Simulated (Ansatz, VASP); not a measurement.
Pt in VASP and in Ansatz

```
Pt
1.0
     4.36038    0.00000    0.00000
    -2.18019    3.77620    0.00000
     0.00000    0.00000    5.04844
Pt
4
Direct
  0.00000 0.00000 0.25000
  0.00000 0.00000 0.75000
  0.33333 0.66667 0.75000
  0.66667 0.33333 0.25000
```

Alike in both runs: functional PBE; k mesh 12 × 12 × 10; occupations gaussian, width 0.1 eV; no spin polarisation.

Ansatz relaxed the structure, and its values are those at the end. VASP's run is a single point on that final structure, the one shown.

```csv
,VASP,Ansatz
version,VASP 6.6.1,Ansatz 0.2.0
potentials or method,"VASP PAW PBE potentials, release 64 (Pt)","scalar-relativistic, plane waves, PAW"
plane-wave cutoff (eV),520,420
valence electrons in the cell,40,72
```

|  | VASP | Ansatz | Ansatz less VASP |
| --- | --- | --- | --- |
| gap on the k mesh at the Fermi level (eV) | none | none | - |
| pressure (GPa) | -0.4 | 0.0 | +0.42 |

A gap of «none» marks a metal or a gap that the smearing closes. With one functional, cell and mesh, what is left measures potentials, basis and numerics. The two sets of potentials don't hold the same shells in valence.

The runs have no spin-orbit coupling, so splittings on Pt are missing.
